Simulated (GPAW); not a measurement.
The system is AlN.

```
Al N
1.0
     3.11300    0.00000    0.00000
    -1.55650    2.69594    0.00000
     0.00000    0.00000    4.98100
Al N
2 2
Direct
  0.66667 0.33333 0.50000
  0.33333 0.66667 0.00000
  0.66667 0.33333 0.88000
  0.33333 0.66667 0.38000
```

Base run:

| Item | Value |
| --- | --- |
| Program | GPAW 26.7.0 |
| Functional | revPBE |
| Potentials or basis | the program's PAW data sets (release 1.2.1) made for this functional |
| Cutoff | 800 eV |
| Basis | pw |
| k mesh | 7 × 7 × 4 |
| Occupations | fermi-dirac, width 0.05 eV |
| Spin | no spin polarisation |

Its results: band gap on the k mesh 4.24 eV, direct; pressure 7.5 GPa; largest force 0.140 eV/Å.

Task: The run is repeated on the same cell with these changes: functional from revPBE to MS2; potentials or basis from the program's PAW data sets (release 1.2.1) made for this functional to GPAW PAW data sets (gpaw-data 1.2.1). What comes out?

Result: Band gap on the k mesh 4.59 eV, direct; pressure -0.1 GPa; largest force 0.120 eV/Å.

Caveats: the PAW data sets were made with another functional, which shifts forces and pressure a little (some runs).
